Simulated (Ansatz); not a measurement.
MgS:

```
S Mg
1.0
     4.03462    0.00000    0.00000
    -2.01731    3.49409    0.00000
     0.00000    0.00000    6.43229
S Mg
2 2
Cartesian
  2.0173 1.1647 5.6556
  0.0000 2.3294 2.4394
  0.0000 2.3294 6.4050
  2.0173 1.1647 3.1888
```

The cell comes from a database or a generator and needn't be the stable form of this composition.

* Program: Ansatz 0.2.0
* Task: relaxation of cell and atoms
* Functional: revPBE
* Potentials or basis: Ansatz PAW
* Cutoff: 420 eV (not typed: the program's choice for these potentials)
* k mesh: 6 × 6 × 3
* Occupations: fermi-dirac, width 0.05 eV
* Spin: no spin polarisation

At the start: volume 22.67 Å³/atom.

Problem. Where does the relaxation end?

Solution. It ends after 5 steps and the volume is 23.66 Å³/atom (+4.4 %); space group P6_3mc (No. 186, to 0.05 Å).

The path:
| step | energy change (eV) | largest force (eV/Å) | volume (Å³) |
| --- | --- | --- | --- |
| 1 | 0.0000 | 0.0443 | 90.68 |
| 2 | -0.0266 | 0.0302 | 93.44 |
| 3 | -0.0293 | 0.0100 | 94.58 |
| 4 | -0.0294 | 0.0001 | 94.64 |
| 5 | -0.0295 | 0.0001 | 94.64 |

Final structure:
```
S Mg
1.0
     4.08641    0.00000    0.00000
    -2.04321    3.53894    0.00000
     0.00000    0.00000    6.54457
S Mg
2 2
Direct
  0.66667 0.33333 0.87791
  0.33333 0.66667 0.37791
  0.33333 0.66667 0.99709
  0.66667 0.33333 0.49709
```

Caveat: the plane-wave basis is chosen anew once the cell has moved, so the energies of steps on either side of that aren't comparable; the PAW data sets come from PBE, with cores solved anew for the run's functional, which leaves a small shift of forces and pressure.
